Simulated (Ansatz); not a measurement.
A relaxation computed with Ansatz, from input to last step.

```yaml
crystal:
  lattice:
    - [2.0262847798, 2.0262847798, 0.0]
    - [-2.0262847798, 2.0262847798, 0.0]
    - [0.0, 0.0, 3.9567452547]
  atoms:
    - { symbol: Al, position: [0.0, 0.0, 0.0] }
    - { symbol: Al, position: [0.5, 0.5, 0.5] }
basis:
  ecutwfc: 500
kpoints:
  mp_grid: { grid: [18, 18, 14] }
hamiltonian:
  xc: r2scan
scf:
  occupations: { method: gaussian, width: 0.1 }
output:
  forces: true
  stress: true
  eigenvalues: true
relax:
  adjacent_minimum: "off"
  f_tol: 0.008
  max_steps: 40
  cell: { stress_tol: 0.015, fix: [a, b, gamma] }
```

```bash
ansatz run input.yaml --threads 1 --pin off --max-ram 2560MiB --backend cpu --events-out ev --progress --plain --runs-dir out
```

Theory: DFT r2SCAN, scalar-relativistic, plane waves, PAW in Ansatz.

Of 4 frames 3 are shown, positions in Å and forces in eV/Å; the SCF threshold varies from step to step. Steps run on the plane waves of an earlier cell, with a Pulay correction in the pressure. The basis is chosen afresh for the last frame, the zero of the energies, and at times for earlier ones too; energy and pressure step there, also at an unchanged geometry.

```xyz
2
Lattice="2.0263 2.0263 0.0000 -2.0263 2.0263 0.0000 0.0000 0.0000 3.9567" Properties=species:S:1:pos:R:3:forces:R:3 pbc="T T T" step=1 free_energy_over_end_meV_per_atom=0.01 pressure_GPa=-1.74
Al    0.0000    0.0000    0.0000    0.0000    0.0000    0.0000
Al    0.0000    2.0263    1.9784    0.0000    0.0000    0.0000
2
Lattice="2.0263 2.0263 0.0000 -2.0263 2.0263 0.0000 0.0000 0.0000 3.9521" Properties=species:S:1:pos:R:3:forces:R:3 pbc="T T T" step=2 free_energy_over_end_meV_per_atom=0.00 pressure_GPa=-1.63
Al    0.0000    0.0000    0.0000    0.0000    0.0000    0.0000
Al    0.0000    2.0263    1.9760    0.0000    0.0000    0.0000
2
Lattice="2.0263 2.0263 0.0000 -2.0263 2.0263 0.0000 0.0000 0.0000 3.9514" Properties=species:S:1:pos:R:3:forces:R:3 pbc="T T T" step=4 free_energy_over_end_meV_per_atom=0.00 pressure_GPa=-1.62
Al    0.0000    0.0000    0.0000    0.0000    0.0000    0.0000
Al    0.0000    2.0263    1.9757    0.0000    0.0000    0.0000
```

It took 65 s on 1 thread of Arm Neoverse V1, with other jobs on the host, peak memory 0.51 GiB.